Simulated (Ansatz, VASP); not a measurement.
**Two plane-wave programs on S**

INCAR

```
PREC = Accurate
ENCUT = 520
EDIFF = 1E-7
ISMEAR = 0
SIGMA = 0.15
LREAL = F
LASPH = T
NELM = 100
ALGO = Fast
ISIF = 2
LWAVE = F
LCHARG = F
GGA = PE
IVDW = 12
NBANDS = 9
```

KPOINTS

```
Automatic mesh
0
Gamma
  22 22 22
```

POSCAR

```
S
1.0
    0.0000000000      2.0216736070      1.9408066627
    2.0216736070      0.0000000000      1.9408066627
    2.0216736070      2.0216736070      0.0000000000
S
1
Direct
    0.0000000000      0.0000000000      0.0000000000
```

Input for Ansatz:

```yaml
crystal:
  lattice:
    - [0.0, 2.021673607, 1.9408066627]
    - [2.021673607, 0.0, 1.9408066627]
    - [2.021673607, 2.021673607, 0.0]
  atoms:
    - { symbol: S, position: [0.0, 0.0, 0.0] }
basis:
  ecutwfc: 420
kpoints:
  mp_grid: { grid: [22, 22, 22] }
hamiltonian:
  xc: pbe
  dispersion: d3bj
scf:
  occupations: { method: gaussian, width: 0.15 }
output:
  forces: true
  stress: true
  eigenvalues: true
```

Alike in both runs: task single point; functional PBE; dispersion D3(BJ); k mesh 22 × 22 × 22; occupations gaussian, width 0.15 eV; no spin polarisation.

|  | VASP | Ansatz |
| --- | --- | --- |
| version | VASP 6.6.1 | Ansatz 0.2.0 |
| potentials or method | VASP PAW PBE potentials, release 64 (S) | scalar-relativistic, plane waves, PAW |
| plane-wave cutoff (eV) | 520 | 420 |
| valence electrons in the cell | 6 | 6 |

```tsv
	VASP	Ansatz	Ansatz less VASP
gap on the k mesh at the Fermi level (eV)	none	none	-
pressure (GPa)	-4.0	-3.8	+0.15
largest component of the traceless stress (GPa)	1.83	1.83	+0.003
```

A gap of «none» marks a metal or a gap that the smearing closes. With one functional, cell and mesh, what is left measures potentials, basis and numerics.

Caveats: pairwise dispersion overbinds metals, which lowers pressure and volume.
